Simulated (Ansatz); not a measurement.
# In: a relaxation

Aim: relax the cell and atoms of In.

Computed with Ansatz 0.2.0 (DFT PBE+D3(BJ), scalar-relativistic, plane waves, PAW, unless a step's input says otherwise).

## Step 1: The system as given

The structure is hexagonal, space group P6_3/mmc (No. 194). The conventional cell has a = 3.364 Å, b = 3.364 Å, c = 10.800 Å, α = 90.00°, β = 90.00°, γ = 120.00°. Around In (site symmetry -3m) lie 12 In at 3.33 to 3.36 Å. In (site symmetry -6m2) is surrounded by 12 In at 3.33 to 3.36 Å.

Structure file:

```xyz
4
Lattice="3.3638 0.0000 0.0000 -1.6819 2.9132 0.0000 0.0000 0.0000 10.7997" Properties=species:S:1:pos:R:3 pbc="T T T"
In    0.0000    0.0000    0.0000
In    0.0000    1.9421    2.6999
In    0.0000    0.0000    5.3999
In    1.6819    0.9711    8.0998
```

The structure comes from the Materials Project (structure only).

(A quick probe on a coarse mesh, which set the mesh and smearing, is not shown.)

## Step 3: The relaxation

input.yaml reads:

```yaml
crystal:
  lattice:
    - [3.363843863, 0.0, 0.0]
    - [-1.6819219315, 2.9131742397, 0.0]
    - [0.0, 0.0, 10.79970836]
  atoms:
    - { symbol: In, position: [0.0, 0.0, 0.0] }
    - { symbol: In, position: [0.33333333, 0.66666667, 0.25] }
    - { symbol: In, position: [0.0, 0.0, 0.5] }
    - { symbol: In, position: [0.66666667, 0.33333333, 0.75] }
basis:
  ecutwfc: 420
kpoints:
  mp_grid: { grid: [12, 12, 4] }
hamiltonian:
  xc: pbe
  dispersion: d3bj
scf:
  occupations: { method: gaussian, width: 0.1 }
output:
  forces: true
  stress: true
  eigenvalues: true
  write_density: true
  write_potential: true
  elf: true
  volumetric_format: npy
relax:
  adjacent_minimum: "off"
  f_tol: 0.005
  max_steps: 80
  cell: { stress_tol: 0.05 }
```

Command:

```sh
ansatz run input.yaml --threads 1 --pin off --max-ram 2560MiB --backend cpu --events-out ev --progress --plain --runs-dir out
```

**Question.** What will these runs give? Wanted: relaxed cell; volume; energy, smearing taken to zero; gap on the mesh; remaining pressure.

**Answer**, as computed:

| quantity | value |
| --- | --- |
| relaxed cell | a = 3.327 Å, b = 3.327 Å, c = 10.884 Å, α = 90.00°, β = 90.00°, γ = 120.00° |
| space group (0.01 Å) | P6_3/mmc (No. 194) |
| volume | 26.08 Å³/atom |
| energy, smearing taken to zero | -5598.1746 eV/atom |
| gap on the mesh | none (metal) |
| remaining pressure | 0.00 GPa |

**Reading.** The relaxed volume is 1.4 % smaller than at the start. The shape changed too: the edges of the input's cell moved by -1.1, -1.1, +0.8 %. The mesh shows no gap.
